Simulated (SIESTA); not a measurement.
Crystal: InP.

```
CELL_PARAMETERS angstrom
0.00000 2.93050 2.93050
2.93050 0.00000 2.93050
2.93050 2.93050 0.00000
ATOMIC_POSITIONS crystal
In 0.00000 0.00000 0.00000
P 0.75000 0.75000 0.75000
```

Base run:

```yaml
Program: SIESTA 5.4.2
Functional: PBE
Potentials_or_basis: PseudoDojo 0.4 standard (PBE files)
Basis: DZ (energy shift 0.003 Ry; two zetas on semicore shells)
Grid_cutoff: 500 Ry
Energy_shift: 0.003 Ry
k_mesh: 8 × 8 × 8
Occupations: fermi-dirac, width 0.05 eV
Spin: no spin polarisation
```

Its results: band gap on the k mesh 0.85 eV, direct; pressure 4.7 GPa.

Question: The run is repeated on the same cell with these changes: basis from DZ (energy shift 0.003 Ry; two zetas on semicore shells) to DZP (energy shift 0.003 Ry; two zetas on semicore shells); k mesh from 8 × 8 × 8 to 6 × 6 × 6. What comes out?

Answer: Band gap on the k mesh 0.86 eV, direct; pressure 3.6 GPa.

Several settings changed at once, so the effect can't be laid on one alone.

Caveats: spin-orbit coupling is left out, which moves the levels of the heavy elements; the basis of atomic orbitals isn't converged, which shifts pressures, moduli and gaps; the basis has no polarisation orbitals (some runs); the basis holds too few empty states to meet the f-sum rule, so the spectrum is short of weight at high energy (some runs).
